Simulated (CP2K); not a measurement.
# Cs under changes of volume

One of the cells (122.477 Å³/atom); the others are scaled copies at fixed shape and fractional positions:

```
CELL_PARAMETERS angstrom
5.41866 0.00000 0.00000
-1.80622 5.10876 0.00000
-1.80622 -2.55438 4.42432
ATOMIC_POSITIONS crystal
Cs 0.00000 0.00000 0.00000
```

```yaml
Program: CP2K 2026.2
Functional: PBE
Potentials_or_basis: POTENTIAL_UZH Cs GTH-PBE-q9; TZVP-MOLOPT-PBE-GTH basis
Density_cutoff: 6123 eV
k_mesh: 6 × 6 × 6
Occupations: fermi-dirac, width 0.05 eV
Spin: no spin polarisation
```

| volume (Å³/atom) | energy over the lowest point (meV/atom) | pressure (GPa) |
| --- | --- | --- |
| 115.128 | 0.49 | 0.1 |
| 117.578 | 0.00 | 0.0 |
| 120.027 | 0.15 | 0.0 |
| 122.477 | 0.90 | -0.1 |
| 124.926 | 2.18 | -0.1 |
| 127.376 | 3.96 | -0.1 |
| 129.825 | ? | ? |

Q: What does the run at 129.825 Å³/atom give?

A: Energy over the lowest point 6.20 meV/atom; pressure -0.2 GPa.

Worked out: A Birch-Murnaghan fit of order 3 (a polynomial in V^(-2/3)) to the other rows has its minimum at 118.19 Å³/atom with B0 = V·E''(V) = 2.0 GPa and B' = 3.3. It gives 6.19 meV/atom at 129.825 Å³/atom, against the run's 6.20, and -dE/dV = -0.2 GPa, against -0.2.

Energies are extrapolated to zero smearing.

Caveats: the basis of atomic orbitals isn't converged, which shifts pressures, moduli and gaps.
